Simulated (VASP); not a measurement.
Wanted: the native input for a VASP 6.6.1 run.

```
Task                   : single point
Functional             : PBE
Potentials or basis    : VASP PAW PBE potentials, release 64 (Ba_sv)
Cutoff                 : 520 eV
k mesh                 : 3 × 3 × 6
Occupations            : gaussian, width 0.1 eV
Spin                   : no spin polarisation
Dipole correction      : no
Further INCAR settings : ALGO = Fast; EDIFF = 1e-07; NBANDS = 17
```

The structure of Ba lies in POSCAR:

```
Ba
1.0
    6.9960670735      0.0000000000      0.0000000000
   -3.4980335368      6.0587718122      0.0000000000
    0.0000000000      0.0000000000      3.9093935500
Ba
2
Direct
    0.3333333300      0.6666666700      0.5000000000
    0.6666666700      0.3333333300      0.5000000000
```

This isn't the form of Ba at room conditions, which is bcc.

One way to write it, as run:

INCAR

```
SYSTEM = Ba
PREC = Accurate
ENCUT = 520
EDIFF = 1E-7
ISMEAR = 0
SIGMA = 0.1
LREAL = .False.
LASPH = .True.
NELM = 100
ALGO = Fast
ISIF = 2
LWAVE = .False.
LCHARG = .False.
GGA = PE
NBANDS = 17
```

KPOINTS

```
regular mesh
0
Gamma
  3 3 6
  0 0 0
```

Potentials or basis: VASP PAW PBE potentials, release 64 (Ba_sv).

Launch:

```sh
$ cat potpaw_PBE.64/Ba_sv/POTCAR > POTCAR
$ mpirun -np 1 vasp_std > vasp.out
```

It gave:

- Pressure: 0.3 GPa
- Band gap on the k mesh: none (metal or under the smearing width)

It took 56 s on 1 thread of Intel(R) Xeon(R) Platinum 8375C CPU @ 2.90GHz (Ice Lake), on a shared host, peak memory 0.27 GiB.
